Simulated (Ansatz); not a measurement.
(100) slab cut from the bulk of C, Fd-3m (No. 227); the slab's formula is C:

```
CELL_PARAMETERS angstrom
2.51292 0.00000 0.00000
0.00000 2.51292 0.00000
0.00000 0.00000 25.66143
ATOMIC_POSITIONS crystal
C 0.00000 0.00000 0.29227
C 0.50000 0.00000 0.32689
C 0.50000 0.50000 0.36151
C 0.00000 0.50000 0.39613
C 0.00000 0.00000 0.43076
C 0.50000 0.00000 0.46538
C 0.50000 0.50000 0.50000
C 0.00000 0.50000 0.53462
C 0.00000 0.00000 0.56924
C 0.50000 0.00000 0.60387
C 0.50000 0.50000 0.63849
C 0.00000 0.50000 0.67311
C 0.00000 0.00000 0.70773
```

Computed with Ansatz 0.2.0, DFT PBEsol, scalar-relativistic, plane waves, PAW. Plane waves to 420 eV, a k mesh through Γ of 11×11×1 on the computed 13-atom cell and Gaussian smearing (0.05 eV); no spin polarisation. The cell repeats along c with a dipole correction in the vacuum.

Task: What forces act on the atoms?

Result:
| atom | Fx (eV/Å) | Fy (eV/Å) | Fz (eV/Å) |
| --- | --- | --- | --- |
| C1 | 0.000 | 0.000 | 2.310 |
| C2 | 0.000 | 0.000 | -2.414 |
| C3 | 0.000 | 0.000 | 0.238 |
| C4 | 0.000 | 0.000 | -0.144 |
| C5 | 0.000 | 0.000 | 0.017 |
| C6 | 0.000 | 0.000 | -0.014 |
| C7 | 0.000 | 0.000 | 0.000 |
| C8 | 0.000 | 0.000 | 0.014 |
| C9 | 0.000 | 0.000 | -0.017 |
| C10 | 0.000 | 0.000 | 0.144 |
| C11 | 0.000 | 0.000 | -0.238 |
| C12 | 0.000 | 0.000 | 2.414 |
| C13 | 0.000 | 0.000 | -2.310 |

Cost: 1 run of about 0.19 core-minutes, on Intel Xeon 6975P-C (Granite Rapids) (shared hosts).